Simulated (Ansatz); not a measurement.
hcp against fcc along group 5

Theory: Ansatz, DFT, r2SCAN, plane waves (500 eV) with PAW, scalar-relativistic. (PAW data from PBE, frozen cores regenerated.)

Each structure is relaxed within its symmetry, in the lowest magnetic state of the tried starts. Differences under about 8 meV lie within the error of the k-point mesh.

```
element  E(hcp) − E(fcc) (meV/atom)  V(hcp) (Å³/atom)  V(fcc) (Å³/atom)       state of hcp       state of fcc
      V                          27             13.63             13.72       non-magnetic       non-magnetic
     Nb                         -22             18.59             18.71  spin not included       non-magnetic
     Ta                          62             18.49             18.62  spin not included  spin not included
```
